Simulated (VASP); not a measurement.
# GaN (Fm-3m) in VASP: notebook

Runs on GaN. Level: r2SCAN. Tasks: single point.

Everything below comes from runs of VASP 6.6.1. Logs are shortened: lines on timing, memory, paths and dates and some standing lists are left out, and cuts for length are marked.

### 1 The structure

The structure is cubic, space group Fm-3m (No. 225). Conventional cell: a = 4.270 Å, b = 4.270 Å, c = 4.270 Å, α = 90.00°, β = 90.00°, γ = 90.00°. Ga (site symmetry m-3m) is surrounded by 6 N at 2.14 Å. Around N (site symmetry m-3m) lie 6 Ga at 2.14 Å.

Measurements of this composition are mostly on another form, of space group No. 186.

### 2 Single point, r2SCAN

The input, INCAR:

```
PREC = Accurate
ENCUT = 400
EDIFF = 1E-6
ISMEAR = 0
SIGMA = 0.05
LREAL = F
LASPH = T
NELM = 100
ALGO = Normal
ISIF = 2
LWAVE = F
LCHARG = F
METAGGA = R2SCAN
LMIXTAU = T
NBANDS = 16
ADDGRID = F
```

The input, KPOINTS:

```
Automatic mesh
0
Gamma
  6 6 6
```

The input, POSCAR:

```
GaN
1.0
    0.0000000000      2.1352350000      2.1352350000
    2.1352350000      0.0000000000      2.1352350000
    2.1352350000      2.1352350000      0.0000000000
Ga N
1 1
Direct
    0.0000000000      0.0000000000      0.0000000000
    0.5000000000      0.5000000000      0.5000000000
```

Potentials or basis: VASP PAW PBE potentials, release 64 (Ga_d, N).

Run with:

```
$ cat potpaw_PBE.64/Ga_d/POTCAR potpaw_PBE.64/N/POTCAR > POTCAR
$ mpirun -np 1 vasp_std > vasp.out
```

OUTCAR:

```text
PREC = Accurate
   ENCUT = 400
   EDIFF = 1E-6
   ISMEAR = 0
   LREAL = F
   LASPH = T
   NELM = 100
   ISIF = 2
   METAGGA = R2SCAN

 Found     16 irreducible k-points:

 Following reciprocal coordinates:
            Coordinates               Weight
  0.000000  0.000000  0.000000      1.000000
  0.166667  0.000000  0.000000      8.000000
  0.333333  0.000000  0.000000      8.000000
  0.500000  0.000000  0.000000      4.000000
  0.166667  0.166667  0.000000      6.000000
  0.333333  0.166667  0.000000     24.000000
   k-points           NKPTS =     16   k-points in BZ     NKDIM =     16   number of bands    NBANDS=     16
   number of dos      NEDOS =    301   number of ions     NIONS =      2
   total plane-waves  NPLWV =   8000
   dimension x,y,z NGX =    20 NGY =   20 NGZ =   20
   dimension x,y,z NGXF=    40 NGYF=   40 NGZF=   40
   ions per type =               1   1
   NGX,Y,Z   is equivalent  to a cutoff of  11.01, 11.01, 11.01 a.u.
   NGXF,Y,Z  is equivalent  to a cutoff of  22.02, 22.02, 22.02 a.u.
 SYSTEM =  unknown system
   PREC   = accura    normal or accurate (medium, high low for compatibility)
   ISTART =      0    job   : 0-new  1-cont  2-samecut
   ICHARG =      2    charge: 1-file 2-atom 10-const
   ISPIN  =      1    spin polarized calculation?
   LNONCOLLINEAR =      F non collinear calculations
   LSORBIT =      F    spin-orbit coupling
   LASPH  =      T    aspherical Exc in radial PAW
   ENCUT  =  400.0 eV  29.40 Ry    5.42 a.u.   4.92  4.92  4.92*2*pi/ulx,y,z
   NELM   =    100;   NELMIN=  2; NELMDL= -5     # of ELM steps
   EDIFF  = 0.1E-05   stopping-criterion for ELM
   LREAL  =      F    real-space projection
   EDIFFG = 0.1E-04   stopping-criterion for IOM
   NSW    =      0    number of steps for IOM
   IBRION =     -1    ionic relax: 0-MD 1-quasi-New 2-CG
   NFREE  =      0    steps in history (QN), initial steepest desc. (CG)
   ISIF   =      2    stress and relaxation
   ISYM   =      2    0-nonsym 1-usesym 2-fastsym
   POTIM  = 0.5000    time-step for ionic-motion
   TEBEG  =    0.0;   TEEND  =   0.0 temperature during run
   PSTRESS=    0.0 pullay stress
   NELECT =      18.0000    total number of electrons
   NUPDOWN=      -1.0000    fix difference up-down
   EMIN   =  10.00;   EMAX   =-10.00  energy-range for DOS
   EFERMI =   0.00;   METHOD = LEGACY
   ISMEAR =     0;   SIGMA  =   0.05  broadening in eV -4-tet -1-fermi 0-gaus
   EFERMI_NEDOS =   21; number of points for ismear=-14 and -15
   IALGO  =     38    algorithm
   IMIX   =      4    mixing-type and parameters
     AMIX     =   0.40;   BMIX     =  1.00
     AMIX_MAG =   1.60;   BMIX_MAG =  1.00
  volume/ion in A,a.u.               =       9.74        65.70
  Fermi-wavevector in a.u.,A,eV,Ry     =   1.594814  3.013761 34.605481  2.543431
  Thomas-Fermi vector in A             =   2.692830
   LORBIT       =      0    0 simple, 1 ext, 2 COOP (PROOUT), +10 PAW based schemes
   METAGGA = R2SCAN    functional components
   LHFCALC =     F    Hartree Fock is set to
   AEXX    =    0.0000 exact exchange contribution
   IVDW    =     0    specifies the selected vdW correction
   LEPSILON=     F    determine dielectric tensor
   LRPA    =     F    only Hartree local field effects (RPA)
 non-spin polarized calculation
 Gauss-broadening in eV      SIGMA  =   0.05
  energy-cutoff  :      400.00
  volume of cell :       19.47
 maximum number of plane-waves:       366
   NGX =  9   NGY =  9   NGZ =  9

 number of electron      17.9999992 magnetization

 Free energy of the ion-electron system (eV)
  ---------------------------------------------------
  ext. energy  EPLUGINS =         0.00000000
  ---------------------------------------------------
  free energy    TOTEN  =       -20.92806307 eV

  energy without entropy =      -20.92806307  energy(sigma->0) =      -20.92806307

 E-fermi :   7.5621     XC(G=0): -13.9732

 val. band max:        7.3074851872   @ k =  -0.1667   0.1667   0.0000
 cond. band min:       8.1776064814   @ k =   0.5000   0.5000   0.0000
 fundamental gap:      0.8701212942
 Fermi energy:         7.5621265156

 k-point     1 :       0.0000    0.0000    0.0000
  band No.  band energies     occupation
      1     -10.4775      2.00000
      2      -7.1303      2.00000
      3      -7.1303      2.00000
      4      -7.1303      2.00000
      5      -7.0668      2.00000
      6      -7.0668      2.00000
[... 8 lines left out ...]
     15      23.7371      0.00000
     16      23.7371      0.00000

 k-point     2 :       0.1667    0.0000    0.0000
  band No.  band energies     occupation
      1      -9.9604      2.00000
      2      -7.1472      2.00000
      3      -7.1405      2.00000
      4      -7.1405      2.00000
      5      -7.0661      2.00000
      6      -7.0661      2.00000
[... 8 lines left out ...]
     15      24.4150      0.00000
     16      24.4151      0.00000

 k-point     3 :       0.3333    0.0000    0.0000
  band No.  band energies     occupation
      1      -8.6156      2.00000
      2      -7.2456      2.00000
      3      -7.2456      2.00000
      4      -7.1898      2.00000
      5      -6.9780      2.00000
      6      -6.9780      2.00000
[... 8 lines left out ...]
     15      27.4834      0.00000
     16      27.4835      0.00000

 k-point     4 :       0.5000    0.0000    0.0000
  band No.  band energies     occupation
      1      -7.5417      2.00000
      2      -7.2993      2.00000
      3      -7.2993      2.00000
      4      -7.2976      2.00000
      5      -6.9304      2.00000
      6      -6.9304      2.00000
[... 8 lines left out ...]
     15      31.2373      0.00000
     16      31.2375      0.00000

 k-point     5 :       0.1667    0.1667    0.0000
  band No.  band energies     occupation
      1      -9.8354      2.00000
      2      -7.1690      2.00000
      3      -7.1348      2.00000
      4      -7.0784      2.00000
      5      -7.0784      2.00000
      6      -7.0420      2.00000
[... 8 lines left out ...]
     15      28.0135      0.00000
     16      28.0137      0.00000

 k-point     6 :       0.3333    0.1667    0.0000
  band No.  band energies     occupation
      1      -8.9889      2.00000
      2      -7.1976      2.00000
      3      -7.1242      2.00000
      4      -7.1110      2.00000
      5      -6.9623      2.00000
      6      -6.8650      2.00000
[... 8 lines left out ...]
     15      28.6155      0.00000
     16      29.7839      0.00000

 [... further k-points ...]

------------------------ aborting loop because EDIFF is reached ----------------------------------------

  FORCE on cell =-STRESS in cart. coord.  units (eV):
  Direction    XX          YY          ZZ          XY          YZ          ZX
  --------------------------------------------------------------------------------------
  -------------------------------------------------------------------------------------
  Total       -1.5048964     -1.5048964     -1.5048964     -0.0000000     -0.0000000      0.0000000
  in kB     -123.8369262   -123.8369262   -123.8369262     -0.0000000     -0.0000000      0.0000000
  external PRESSURE =    -123.8369262 kB  Pullay stress =       0.0000000 kB

 VOLUME and BASIS-vectors are now :
 -----------------------------------------------------------------------------
  energy-cutoff  :      400.00
  volume of cell :       19.47
      direct lattice vectors                 reciprocal lattice vectors
     0.000000000  2.135235000  2.135235000    -0.234166263  0.234166263  0.234166263
     2.135235000  0.000000000  2.135235000     0.234166263 -0.234166263  0.234166263
     2.135235000  2.135235000  0.000000000     0.234166263  0.234166263 -0.234166263

 POSITION                                       TOTAL-FORCE (eV/Angst)
 -----------------------------------------------------------------------------------
      0.00000      0.00000      0.00000        -0.000000      0.000000     -0.000000
      2.13524      2.13524      2.13524         0.000000     -0.000000      0.000000
 -----------------------------------------------------------------------------------
    total drift:                                0.000000     -0.000000     -0.000000

  FREE ENERGIE OF THE ION-ELECTRON SYSTEM (eV)
  ---------------------------------------------------
  free  energy   TOTEN  =       -20.9280630659 eV

  energy  without entropy=      -20.9280630659  energy(sigma->0) =      -20.92806307
```

Run time: 36 s. Hardware: 1 thread of AMD EPYC 7R43 (Zen 3), shared host; peak memory 0.09 GiB.

These settings aren't checked as converged: the numbers below hold their error.

What came out:

| Quantity | Value |
| --- | --- |
| Free energy | -20.9281 eV |
| Band gap on the k mesh | 0.87 eV, indirect (least direct gap 2.89 eV) |

Caveat: the k mesh is coarse (spacing up to 0.42 Å⁻¹), so the values aren't converged; the cutoff is under 1.25 times the usual one of these potentials, so pressure, stress and relaxed cells hold a basis-set (Pulay) error; the PAW data sets were made with another functional, which shifts forces and pressure a little.

### 3 Single point, r2SCAN

Edit INCAR of step 2 so:

```diff
@@ -2,3 +2,3 @@
 ENCUT = 400
-EDIFF = 1E-6
+EDIFF = 1E-7
 ISMEAR = 0
@@ -15,2 +15,2 @@
 NBANDS = 16
-ADDGRID = F
+ADDGRID = T
```

KPOINTS is that of step 2.

POSCAR is that of step 2.

Potentials or basis: VASP PAW PBE potentials, release 64 (Ga_d, N).

Run with:

```
$ cat potpaw_PBE.64/Ga_d/POTCAR potpaw_PBE.64/N/POTCAR > POTCAR
$ mpirun -np 1 vasp_std > vasp.out
```

OUTCAR:

```text
PREC = Accurate
   ENCUT = 400
   EDIFF = 1E-7
   ISMEAR = 0
   LREAL = F
   LASPH = T
   NELM = 100
   ISIF = 2
   METAGGA = R2SCAN

 Found     16 irreducible k-points:

 Following reciprocal coordinates:
            Coordinates               Weight
  0.000000  0.000000  0.000000      1.000000
  0.166667  0.000000  0.000000      8.000000
  0.333333  0.000000  0.000000      8.000000
  0.500000  0.000000  0.000000      4.000000
  0.166667  0.166667  0.000000      6.000000
  0.333333  0.166667  0.000000     24.000000
   k-points           NKPTS =     16   k-points in BZ     NKDIM =     16   number of bands    NBANDS=     16
   number of dos      NEDOS =    301   number of ions     NIONS =      2
   total plane-waves  NPLWV =   8000
   dimension x,y,z NGX =    20 NGY =   20 NGZ =   20
   dimension x,y,z NGXF=    40 NGYF=   40 NGZF=   40
   ions per type =               1   1
   NGX,Y,Z   is equivalent  to a cutoff of  11.01, 11.01, 11.01 a.u.
   NGXF,Y,Z  is equivalent  to a cutoff of  22.02, 22.02, 22.02 a.u.
 SYSTEM =  unknown system
   PREC   = accura    normal or accurate (medium, high low for compatibility)
   ISTART =      0    job   : 0-new  1-cont  2-samecut
   ICHARG =      2    charge: 1-file 2-atom 10-const
   ISPIN  =      1    spin polarized calculation?
   LNONCOLLINEAR =      F non collinear calculations
   LSORBIT =      F    spin-orbit coupling
   LASPH  =      T    aspherical Exc in radial PAW
   ENCUT  =  400.0 eV  29.40 Ry    5.42 a.u.   4.92  4.92  4.92*2*pi/ulx,y,z
   NELM   =    100;   NELMIN=  2; NELMDL= -5     # of ELM steps
   EDIFF  = 0.1E-06   stopping-criterion for ELM
   LREAL  =      F    real-space projection
   EDIFFG = 0.1E-05   stopping-criterion for IOM
   NSW    =      0    number of steps for IOM
   IBRION =     -1    ionic relax: 0-MD 1-quasi-New 2-CG
   NFREE  =      0    steps in history (QN), initial steepest desc. (CG)
   ISIF   =      2    stress and relaxation
   ISYM   =      2    0-nonsym 1-usesym 2-fastsym
   POTIM  = 0.5000    time-step for ionic-motion
   TEBEG  =    0.0;   TEEND  =   0.0 temperature during run
   PSTRESS=    0.0 pullay stress
   NELECT =      18.0000    total number of electrons
   NUPDOWN=      -1.0000    fix difference up-down
   EMIN   =  10.00;   EMAX   =-10.00  energy-range for DOS
   EFERMI =   0.00;   METHOD = LEGACY
   ISMEAR =     0;   SIGMA  =   0.05  broadening in eV -4-tet -1-fermi 0-gaus
   EFERMI_NEDOS =   21; number of points for ismear=-14 and -15
   IALGO  =     38    algorithm
   IMIX   =      4    mixing-type and parameters
     AMIX     =   0.40;   BMIX     =  1.00
     AMIX_MAG =   1.60;   BMIX_MAG =  1.00
  volume/ion in A,a.u.               =       9.74        65.70
  Fermi-wavevector in a.u.,A,eV,Ry     =   1.594814  3.013761 34.605481  2.543431
  Thomas-Fermi vector in A             =   2.692830
   LORBIT       =      0    0 simple, 1 ext, 2 COOP (PROOUT), +10 PAW based schemes
   METAGGA = R2SCAN    functional components
   LHFCALC =     F    Hartree Fock is set to
   AEXX    =    0.0000 exact exchange contribution
   IVDW    =     0    specifies the selected vdW correction
   LEPSILON=     F    determine dielectric tensor
   LRPA    =     F    only Hartree local field effects (RPA)
 non-spin polarized calculation
 Gauss-broadening in eV      SIGMA  =   0.05
  energy-cutoff  :      400.00
  volume of cell :       19.47
 maximum number of plane-waves:       366
   NGX =  9   NGY =  9   NGZ =  9

 number of electron      18.0000000 magnetization

 Free energy of the ion-electron system (eV)
  ---------------------------------------------------
  ext. energy  EPLUGINS =         0.00000000
  ---------------------------------------------------
  free energy    TOTEN  =       -20.92833260 eV

  energy without entropy =      -20.92833260  energy(sigma->0) =      -20.92833260

 E-fermi :   7.5622     XC(G=0): -13.9732

 val. band max:        7.3075797265   @ k =  -0.1667   0.1667   0.0000
 cond. band min:       8.1778100164   @ k =   0.5000   0.5000   0.0000
 fundamental gap:      0.8702302899
 Fermi energy:         7.5622058175

 k-point     1 :       0.0000    0.0000    0.0000
  band No.  band energies     occupation
      1     -10.4774      2.00000
      2      -7.1303      2.00000
      3      -7.1303      2.00000
      4      -7.1303      2.00000
      5      -7.0668      2.00000
      6      -7.0668      2.00000
[... 8 lines left out ...]
     15      23.7373      0.00000
     16      23.7373      0.00000
[... 77 lines left out ...]
 k-point     6 :       0.3333    0.1667    0.0000
  band No.  band energies     occupation
      1      -8.9889      2.00000
      2      -7.1976      2.00000
      3      -7.1242      2.00000
      4      -7.1109      2.00000
      5      -6.9623      2.00000
      6      -6.8649      2.00000
[... 8 lines left out ...]
     15      28.6155      0.00000
     16      29.7839      0.00000

 [... further k-points ...]

------------------------ aborting loop because EDIFF is reached ----------------------------------------

  FORCE on cell =-STRESS in cart. coord.  units (eV):
  Direction    XX          YY          ZZ          XY          YZ          ZX
  --------------------------------------------------------------------------------------
  -------------------------------------------------------------------------------------
  Total       -1.5047236     -1.5047236     -1.5047236      0.0000000      0.0000000     -0.0000000
  in kB     -123.8227035   -123.8227035   -123.8227035      0.0000000      0.0000000     -0.0000000
  external PRESSURE =    -123.8227035 kB  Pullay stress =       0.0000000 kB

 VOLUME and BASIS-vectors are now :
 -----------------------------------------------------------------------------
  energy-cutoff  :      400.00
  volume of cell :       19.47
      direct lattice vectors                 reciprocal lattice vectors
     0.000000000  2.135235000  2.135235000    -0.234166263  0.234166263  0.234166263
     2.135235000  0.000000000  2.135235000     0.234166263 -0.234166263  0.234166263
     2.135235000  2.135235000  0.000000000     0.234166263  0.234166263 -0.234166263

 POSITION                                       TOTAL-FORCE (eV/Angst)
 -----------------------------------------------------------------------------------
      0.00000      0.00000      0.00000         0.000000     -0.000000     -0.000000
      2.13524      2.13524      2.13524        -0.000000      0.000000      0.000000
 -----------------------------------------------------------------------------------
    total drift:                                0.000000     -0.000000     -0.000000

  FREE ENERGIE OF THE ION-ELECTRON SYSTEM (eV)
  ---------------------------------------------------
  free  energy   TOTEN  =       -20.9283326004 eV

  energy  without entropy=      -20.9283326004  energy(sigma->0) =      -20.92833260
```

OSZICAR:

```text
N       E                     dE             d eps       ncg     rms          rms(c)
DAV:   1     0.534100334207E+02    0.53410E+02   -0.84094E+03   608   0.185E+03
DAV:   2    -0.217278572430E+02   -0.75138E+02   -0.70361E+02   568   0.291E+02
DAV:   3    -0.254696027934E+02   -0.37417E+01   -0.37287E+01   616   0.566E+01
[... 16 lines left out ...]
DAV:  20    -0.209283291936E+02   -0.92757E-05   -0.11128E-06   592   0.140E-02    0.128E-02
DAV:  21    -0.209283319268E+02   -0.27332E-05   -0.95942E-08   464   0.477E-03    0.443E-03
DAV:  22    -0.209283322985E+02   -0.37165E-06   -0.32277E-08   272   0.185E-03    0.154E-03
DAV:  23    -0.209283326968E+02   -0.39833E-06   -0.50239E-09   256   0.907E-04    0.738E-04
DAV:  24    -0.209283326004E+02    0.96364E-07   -0.25804E-09   256   0.842E-04
   1 F= -.20928333E+02 E0= -.20928333E+02  d E =-.855511E-14
```

stdout:

```text
POSCAR found type information on POSCAR GaN
 POSCAR found :  2 types and       2 ions
 scaLAPACK will be used
 -----------------------------------------------------------------------------
|                                                                             |
|                                                                             |
|     You enforced a specific xc type in the INCAR file but a different       |
|     I HOPE YOU KNOW WHAT YOU ARE DOING!                                     |
|                                                                             |
 -----------------------------------------------------------------------------

 LDA part: xc-table for (None), standard interpolation
 POSCAR, INCAR and KPOINTS ok, starting setup
 FFT: planning ... GRIDC
 FFT: planning ... GRID_SOFT
 FFT: planning ... GRID
 WAVECAR not read
 entering main loop
```

Wall time 41 s (1 thread of AMD EPYC 7R43 (Zen 3), shared host); peak memory 0.13 GiB.

These settings aren't checked as converged: the numbers below hold their error.

What came out:

| Quantity | Value |
| --- | --- |
| Free energy | -20.9283 eV |
| Band gap on the k mesh | 0.87 eV, indirect (least direct gap 2.89 eV) |

Caveat: the k mesh is coarse (spacing up to 0.42 Å⁻¹), so the values aren't converged; the cutoff is under 1.25 times the usual one of these potentials, so pressure, stress and relaxed cells hold a basis-set (Pulay) error; the PAW data sets were made with another functional, which shifts forces and pressure a little.

(Part 1 of 3 ends here.)
